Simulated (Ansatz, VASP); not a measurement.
**BN in VASP and in Ansatz**

```xyz
2
Lattice="0.0000 1.7954 1.7954 1.7954 0.0000 1.7954 1.7954 1.7954 0.0000" Properties=species:S:1:pos:R:3 pbc="T T T"
B     0.0000    0.0000    0.0000
N     2.6931    2.6931    2.6931
```

Change from the starting cell: volume scaled by 0.98, crystal datasets.

Alike in both runs: task electric field gradients; functional LDA; k mesh 11 × 11 × 11; occupations fermi-dirac, width 0.02 eV; no spin polarisation.

|  | VASP | Ansatz |
| --- | --- | --- |
| version | VASP 6.6.1 | Ansatz 0.2.0 |
| potentials or method | VASP PAW LDA potentials, release 64 (B, N), cutoff 520 eV | all-electron PAW with datasets made for the crystal, scalar-relativistic |

|  | VASP | Ansatz | Ansatz less VASP |
| --- | --- | --- | --- |
| gap on the k mesh at the Fermi level (eV) | 4.47 | 4.48 | +0.010 |
| pressure (GPa) | -2.4 | -3.2 | -0.82 |
| Vzz of the field gradient on the site that differs most (V/Å²) | 0.0 | 0.0 | 0.00 |

Ansatz ran all-electron here, so the differences hold the error of VASP's frozen core and of both bases.

Caveats: an odd mesh through Γ misses points on the zone boundary, where band edges often lie.
